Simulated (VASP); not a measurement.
CdTe:

```
Cd Te
1.0
     0.00000    3.21365    3.21365
     3.21365    0.00000    3.21365
     3.21365    3.21365    0.00000
Cd Te
1 1
Direct
  0.00000 0.00000 0.00000
  0.25000 0.25000 0.25000
```

The cell was built by a generator and needn't be a form met in nature.

```yaml
Program: VASP 6.6.1
Task: relaxation of cell and atoms
Functional: PBE
Potentials_or_basis: VASP PAW PBE potentials, release 64 (Cd, Te)
Cutoff: 600 eV
k_mesh: 6 × 6 × 6
Occupations: fermi-dirac, width 0.02 eV
Spin: no spin polarisation
```

At the start: pressure 3.9 GPa; volume 33.19 Å³/atom.

How do energy, volume and symmetry change on relaxing?

Over 3 steps the energy falls by 35.4 meV/atom and the volume is 36.32 Å³/atom (+9.4 %); space group F-43m (No. 216, to 0.05 Å).

Step by step:
| step | energy change (eV) | largest force (eV/Å) | pressure (GPa) | volume (Å³) |
| --- | --- | --- | --- | --- |
| 1 | 0.0000 | 0.0000 | 3.94 | 66.38 |
| 2 | -0.0657 | 0.0000 | -0.83 | 74.52 |
| 3 | -0.0707 | 0.0000 | 0.02 | 72.63 |

Final structure:
```yaml
crystal:
  lattice:
    - [0.00000, 3.31157, 3.31157]
    - [3.31157, 0.00000, 3.31157]
    - [3.31157, 3.31157, 0.00000]
  atoms:
    - { symbol: Cd, position: [0.00000, 0.00000, 0.00000] }
    - { symbol: Te, position: [0.25000, 0.25000, 0.25000] }
```
